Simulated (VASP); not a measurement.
## CdSe: single point with PBEsol

CdSe:

```
Cd Se
1.0
     0.00000    2.87396    2.87396
     2.87396    0.00000    2.87396
     2.87396    2.87396    0.00000
Cd Se
1 1
Direct
  0.00000 0.00000 0.00000
  0.50000 0.50000 0.50000
```

Measurements of this composition are mostly on another form, of space group No. 186.

```yaml
Program: VASP 6.6.1
Task: single point
Functional: PBEsol
Potentials_or_basis: VASP PAW PBE potentials, release 64 (Cd, Se)
Cutoff: 520 eV
k_mesh: 12 × 12 × 12
Occupations: gaussian, width 0.1 eV
Spin: no spin polarisation
```

- Pressure: -3.5 GPa
- Band gap on the k mesh: none (metal or under the smearing width)

Levels at points of the mesh, in eV from the Fermi level:
```csv
k point,band 6,band 7,band 8,band 9,band 10,band 11,band 12,band 13
"(0.00, 0.00, 0.00)",-7.85,-0.62,-0.62,-0.62,-0.04,8.57,8.57,8.57
"(0.50, 0.00, 0.00)",-7.71,-4.98,-0.06,-0.06,2.89,5.18,5.18,5.85
"(0.50, 0.50, 0.00)",-7.19,-4.14,-2.08,-2.08,-0.54,5.35,9.59,10.20
```

Wall time 26 s on 1 thread of AMD EPYC 9R45 96-Core Processor (Zen 5), with other jobs on the host, peak memory 0.18 GiB.

Caveat: the PAW data sets were made with another functional, which shifts forces and pressure a little.
